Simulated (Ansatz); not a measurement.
A (100) slab of SiMo$_{3}$ (Pm-3n (No. 223)), 13 planes, outer planes Mo (top) and Mo (bottom), with 25 atoms (Si6Mo19) in a surface cell of A = 23.635 Å², as cut from the bulk:

```
CELL_PARAMETERS angstrom
4.86159 0.00000 0.00000
0.00000 4.86159 0.00000
0.00000 0.00000 29.58476
ATOMIC_POSITIONS crystal
Mo 0.00000 0.50000 0.25351
Si 0.50000 0.50000 0.29459
Mo 0.25000 0.00000 0.29459
Mo 0.75000 0.00000 0.29459
Mo 0.00000 0.50000 0.33567
Si 0.00000 0.00000 0.37675
Mo 0.50000 0.25000 0.37675
Mo 0.50000 0.75000 0.37675
Mo 0.00000 0.50000 0.41784
Si 0.50000 0.50000 0.45892
Mo 0.25000 0.00000 0.45892
Mo 0.75000 0.00000 0.45892
Mo 0.00000 0.50000 0.50000
Si 0.00000 0.00000 0.54108
Mo 0.50000 0.25000 0.54108
Mo 0.50000 0.75000 0.54108
Mo 0.00000 0.50000 0.58216
Si 0.50000 0.50000 0.62325
Mo 0.25000 0.00000 0.62325
Mo 0.75000 0.00000 0.62325
Mo 0.00000 0.50000 0.66433
Si 0.00000 0.00000 0.70541
Mo 0.50000 0.25000 0.70541
Mo 0.50000 0.75000 0.70541
Mo 0.00000 0.50000 0.74649
```

Theory: DFT PBEsol, scalar-relativistic, plane waves, PAW in Ansatz 0.2.0. Plane waves to 420 eV, a k mesh through Γ of 7×7×1 on the computed 25-atom cell and Gaussian smearing (0.10 eV); no spin polarisation.

The relaxed slab holds 6 formula units of SiMo3 and 1 further Mo. Against those formula units in the bulk and the further Mo in its standard state it lies 9.764 eV higher. The formation energy of SiMo3 from the standard states is -1.491 eV a formula unit (uncorrected, no zero-point or thermal terms).

(1) Over what range can the chemical potential of Mo vary, and what is the surface energy at both ends?

(2) How does its energy depend on growth conditions?

## Answers

(1) In contact with the bulk, 3μ(Mo) + μ(Si) is fixed. With Δμ counted from the standard states, Δμ(Mo) ≤ 0 keeps elemental Mo from forming, and Δμ(Si) ≤ 0 requires Δμ(Mo) ≥ ΔH/3 = -0.497 eV. Other compounds of Mo and Si can narrow this range. Then γ, the mean of both faces, = [9.764 eV − 1.00·Δμ(Mo)]/(2A). At the Mo-rich end (Δμ = 0): 9.764/(2 × 23.635) × 16.02 = 3.31 J/m². At the Mo-poor end: (9.764 + 0.497)/(2 × 23.635) × 16.02 = 3.48 J/m².

(2) It carries an excess of Mo, so its energy falls by 0.34 J/m² for each eV that μ(Mo) rises: Mo-rich conditions lower it; whether it appears depends on the other terminations.

The surface energy stays high across the whole allowed range, rising only from 3.31 J/m² at the Mo-rich end to 3.48 J/m² at the Mo-poor end. The cost therefore lies mainly in the broken bonds and much less in the exchange of Mo with a reservoir. In the A15 structure, Mo forms close-spaced chains along the cube axes. This cut severs the chains that run normal to the surface and leaves their end atoms as a sparse outer layer, while the chains in the plane just below stay whole. With a nearly half-filled d band, Mo has mostly bonding states occupied, so the lost neighbours are probably expensive, and relaxation can recover only part of that cost.

The two faces of the starting slab are related by a fourfold rotoinversion, although they are not mirror images. The mean is thus also the energy of each single face, provided relaxation keeps this symmetry. The primitive surface cell leaves open whether the exposed chain ends would lower their energy by pairing or by another reconstruction with a longer period.
